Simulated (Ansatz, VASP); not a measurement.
**Ag in VASP and in Ansatz**

The input INCAR:

```
SYSTEM = Ag
PREC = Accurate ; ENCUT = 520
EDIFF = 1E-6 ; ISMEAR = -1
SIGMA = 0.05 ; LREAL = .False.
LASPH = .True. ; NELM = 100
ALGO = Normal ; ISIF = 2
LWAVE = .False. ; LCHARG = .False.
NBANDS = 18
```

File KPOINTS:

```
Automatic mesh
0
Gamma
  13 13 13
  0 0 0
```

POSCAR

```
Ag
1.0
    0.0000000000      2.9651383335      2.9651383335
    2.9651383335      0.0000000000      2.9651383335
    2.9651383335      2.9651383335      0.0000000000
Ag
2
Direct
   -0.1250000000     -0.1250000000     -0.1250000000
    0.1250000000      0.1250000000      0.1250000000
```

Input for Ansatz:

```yaml
crystal:
  lattice:
    - [0.0, 2.9651383335, 2.9651383335]
    - [2.9651383335, 0.0, 2.9651383335]
    - [2.9651383335, 2.9651383335, 0.0]
  atoms:
    - { symbol: Ag, position: [-0.125, -0.125, -0.125] }
    - { symbol: Ag, position: [0.125, 0.125, 0.125] }
kpoints:
  mp_grid: { grid: [13, 13, 13] }
  band_path:
    path:
      - [0.0, 0.0, 0.0]
      - [0.5, 0.0, 0.5]
      - [0.625, 0.25, 0.625]
      - [0.375, 0.375, 0.75]
      - [0.0, 0.0, 0.0]
      - [0.5, 0.5, 0.5]
      - [0.5, 0.25, 0.75]
      - [0.5, 0.0, 0.5]
    npoints: 14
scf:
  occupations: { method: fermi_dirac, width: 0.05 }
hamiltonian:
  xc: lda
  pseudopotentials: { kind: all_electron, lapw: { basis_error: 0.001 } }
output:
  forces: true
  stress: true
  eigenvalues: true
  populations: true
  dos: { projected: true, de: 0.2, e_range: [-14, 8] }
```

This isn't the form of Ag at room conditions, which is fcc.

Alike in both runs: task single point; functional LDA; k mesh 13 × 13 × 13; occupations fermi-dirac, width 0.05 eV; no spin polarisation.

```csv
,VASP,Ansatz
version,VASP 6.6.1,Ansatz 0.2.0
potentials or method,"VASP PAW LDA potentials, release 64 (Ag)","all-electron LAPW, scalar-relativistic"
plane-wave cutoff (eV),520,see its input
```

```csv
,VASP,Ansatz,Ansatz less VASP
pressure (GPa),0.0,0.0,-0.01
```

Ansatz ran all-electron here, so the differences hold the error of VASP's frozen core and of both bases.
